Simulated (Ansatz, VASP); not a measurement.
**Zr in VASP and in Ansatz**

```xyz
6
Lattice="3.2320 0.0000 0.0000 -1.6160 2.7990 0.0000 0.0000 0.0000 29.8675" Properties=species:S:1:pos:R:3 pbc="T T T"
Zr    1.6160    0.9330    8.5000
Zr    0.0000    1.8660   11.0735
Zr    1.6160    0.9330   13.6470
Zr    0.0000    1.8660   16.2549
Zr    1.6160    0.9330   18.8736
Zr    0.0000    1.8660   21.3222
```

Alike in both runs: functional PBE; k mesh 9 × 9 × 1; occupations gaussian, width 0.1 eV; no spin polarisation.

Ansatz relaxed the structure, and its values are those at the end. VASP's run is a single point on that final structure, the one shown.

|  | VASP | Ansatz |
| --- | --- | --- |
| version | VASP 6.6.1 | Ansatz 0.2.0 |
| potentials or method | VASP PAW PBE potentials, release 64 (Zr_sv) | scalar-relativistic, plane waves, PAW |
| plane-wave cutoff (eV) | 520 | 420 |
| valence electrons in the cell | 72 | 72 |

|  | VASP | Ansatz | Ansatz less VASP |
| --- | --- | --- | --- |
| gap on the k mesh at the Fermi level (eV) | none | none | - |
| rms of the force components (eV/Å) | 0.167 | 0.167 | 0.0000 |
| work function, face that differs most (eV) | 4.18 | 4.18 | +0.002 |

A gap of «none» marks a metal or a gap that the smearing closes.
